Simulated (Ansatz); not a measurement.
Geometry optimisation, DFT PBEsol, scalar-relativistic, plane waves, PAW in Ansatz 0.2.0.

The input (input.yaml):

```yaml
crystal:
  lattice:
    - [-2.4605, 4.261711, 5.4163]
    - [4.921, 0.0, 5.4163]
    - [4.921, 8.523422, 0.0]
  atoms:
    - { symbol: Si, position: [0.18176667, 0.65156667, 0.90911667] }
    - { symbol: Si, position: [0.31823333, 0.84843333, 0.07578333] }
    - { symbol: Si, position: [0.25, 0.25, 0.1401] }
    - { symbol: O, position: [0.28316675, 0.43076675, 0.99216663] }
    - { symbol: O, position: [0.21683325, 0.06923325, 0.09913338] }
    - { symbol: O, position: [0.73118342, 0.31608342, 0.20820829] }
    - { symbol: O, position: [0.44344992, 0.17594992, 0.20447504] }
    - { symbol: O, position: [0.05655008, 0.32405008, 0.26417496] }
    - { symbol: O, position: [0.76881659, 0.18391658, 0.98184171] }
    - { symbol: Si, position: [0.18176667, 0.65156667, 0.40911667] }
    - { symbol: Si, position: [0.31823333, 0.84843333, 0.57578333] }
    - { symbol: Si, position: [0.25, 0.25, 0.6401] }
    - { symbol: O, position: [0.28316675, 0.43076675, 0.49216663] }
    - { symbol: O, position: [0.21683325, 0.06923325, 0.59913338] }
    - { symbol: O, position: [0.73118342, 0.31608342, 0.70820829] }
    - { symbol: O, position: [0.44344992, 0.17594992, 0.70447504] }
    - { symbol: O, position: [0.05655008, 0.32405008, 0.76417496] }
    - { symbol: O, position: [0.76881658, 0.18391658, 0.48184171] }
    - { symbol: Si, position: [0.68176667, 0.15156667, 0.15911667] }
    - { symbol: Si, position: [0.81823333, 0.34843333, 0.32578333] }
    - { symbol: Si, position: [0.75, 0.75, 0.3901] }
    - { symbol: O, position: [0.78316675, 0.93076675, 0.24216663] }
    - { symbol: O, position: [0.71683325, 0.56923325, 0.34913338] }
    - { symbol: O, position: [0.23118342, 0.81608342, 0.45820829] }
    - { symbol: O, position: [0.94344992, 0.67594992, 0.45447504] }
    - { symbol: O, position: [0.55655008, 0.82405008, 0.51417496] }
    - { symbol: O, position: [0.26881658, 0.68391658, 0.23184171] }
    - { symbol: Si, position: [0.68176667, 0.15156667, 0.65911667] }
    - { symbol: Si, position: [0.81823334, 0.34843333, 0.82578334] }
    - { symbol: Si, position: [0.75, 0.75, 0.8901] }
    - { symbol: O, position: [0.78316675, 0.93076675, 0.74216663] }
    - { symbol: O, position: [0.71683325, 0.56923325, 0.84913338] }
    - { symbol: O, position: [0.23118342, 0.81608342, 0.95820829] }
    - { symbol: O, position: [0.94344992, 0.67594991, 0.95447504] }
    - { symbol: O, position: [0.55655008, 0.82405008, 0.01417496] }
    - { symbol: O, position: [0.26881658, 0.68391658, 0.73184171] }
    - { symbol: H, position: [-0.00851715, 0.00733747, 1.05695633] }
total_charge: 1
basis:
  ecutwfc: 420.0
kpoints:
  mp_grid: { grid: [2, 2, 1] }
hamiltonian:
  xc: pbesol
  pseudopotentials: { kind: paw, azcp: { folder: soft_1 } }
scf:
  occupations: { method: gaussian, width: 0.05 }
  lower_state_search: "off"
relax:
  f_tol: 0.03
  max_steps: 60
  adjacent_minimum: "off"
```

Command:

```bash
$ ansatz run input.yaml --threads 2 --pin off --max-ram 5120MiB --backend cpu --events-out ev --progress --plain --runs-dir out
```

Task: Where does it end, and by what steps?

Result: It converged. Limits of this set-up: coarse k mesh, PAW files made for another functional, a small cell, in which the defect meets its images, charged cell in a uniform background, uncorrected. After 11 steps the energy has fallen by 3.271 eV; H37 moved furthest, 0.78 Å. Joined: O9–H37 (1.92 → 1.07 Å).

| step | energy less start (eV) | largest force component (eV/Å) | accepted |
| --- | --- | --- | --- |
| 0 | 0.0000 | 2.601 | yes |
| 1 | -0.4490 | 2.181 | yes |
| 2 | -1.1696 | 2.160 | yes |
| 3 | -1.8846 | 2.619 | yes |
| 4 | -2.6426 | 1.594 | yes |
| 5 | -2.5689 | 6.471 | no |
| 6 | -3.0015 | 0.942 | yes |
| 7 | -3.1770 | 0.247 | yes |
| 8 | -3.2129 | 0.641 | yes |
| 9 | -3.2595 | 0.383 | yes |
| 10 | -3.2695 | 0.061 | yes |
| 11 | -3.2709 | 0.029 | yes |

```xyz
37
Lattice="-2.4605 4.2617 5.4163 4.9210 0.0000 5.4163 4.9210 8.5234 0.0000" Properties=species:S:1:pos:R:3
Si 7.442 8.446 4.455
Si 3.932 1.895 6.292
Si 1.370 2.263 2.841
O 6.520 9.684 4.005
O 0.403 1.685 1.667
O 0.712 4.956 5.798
O 0.649 3.533 3.549
O 2.785 2.661 2.168
O 3.493 11.984 5.302
Si 4.814 4.273 4.543
Si 6.294 6.253 6.337
Si 3.722 6.491 2.823
O 3.781 5.410 4.023
O 2.795 5.935 1.622
O 3.036 9.367 5.519
O 3.185 7.912 3.365
O 5.215 6.758 2.214
O 1.257 7.437 5.162
Si -0.183 4.423 4.579
Si 1.274 6.374 6.384
Si 3.793 6.655 8.079
O 3.850 5.544 9.278
O 2.770 6.123 6.942
O 5.745 4.863 5.728
O 3.272 8.053 8.705
O 5.263 6.860 7.438
O 3.976 3.025 5.147
Si 2.146 8.559 4.422
Si 3.607 10.599 6.343
Si 6.178 10.710 7.921
O 6.064 9.565 9.061
O 5.163 10.430 6.677
O 8.628 8.951 5.527
O 5.820 12.132 8.613
O 2.754 2.231 7.332
O 6.502 7.354 5.163
H 5.021 8.234 -0.045
```

Whether the end is a true minimum wasn't checked by a vibrational analysis.

Time of the run: 60 s on 2 threads of AMD EPYC 7R32 (Zen 2) (shared host), peak memory 1 GiB.
